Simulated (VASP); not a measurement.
A run of VASP 6.6.1:

File INCAR:

```
PREC = Accurate
ENCUT = 600
EDIFF = 1E-6
ISMEAR = 0
SIGMA = 0.03
LREAL = False
LASPH = True
NELM = 80
ALGO = Normal
ISIF = 3
LWAVE = False
LCHARG = False
GGA = CA
IBRION = 2
NSW = 90
EDIFFG = -0.01
```

KPOINTS

```
Automatic mesh
0
Gamma
  10 10 10
```

POSCAR

```
GaAs
1.0
    0.0000000000      2.8268500000      2.8268500000
    2.8268500000      0.0000000000      2.8268500000
    2.8268500000      2.8268500000      0.0000000000
Ga As
1 1
Direct
    0.0000000000      0.0000000000      0.0000000000
    0.2500000000      0.2500000000      0.2500000000
```

Potentials or basis: VASP PAW LDA potentials, release 64 (Ga_d, As).

Launch:

```sh
$ cat potpaw_LDA.64/Ga_d/POTCAR potpaw_LDA.64/As/POTCAR > POTCAR
$ mpirun -np 1 vasp_std > vasp.out
```

Hardware: 1 thread of Intel(R) Xeon(R) Platinum 8488C (Sapphire Rapids) (shared host).

Problem. Estimate the wall time of this run.

Solution. Run time: 25 s on 1 thread of Intel(R) Xeon(R) Platinum 8488C (Sapphire Rapids), with other jobs on the host, peak memory 0.18 GiB. Counts: scf iterations 26, k points 47, ion steps 3.
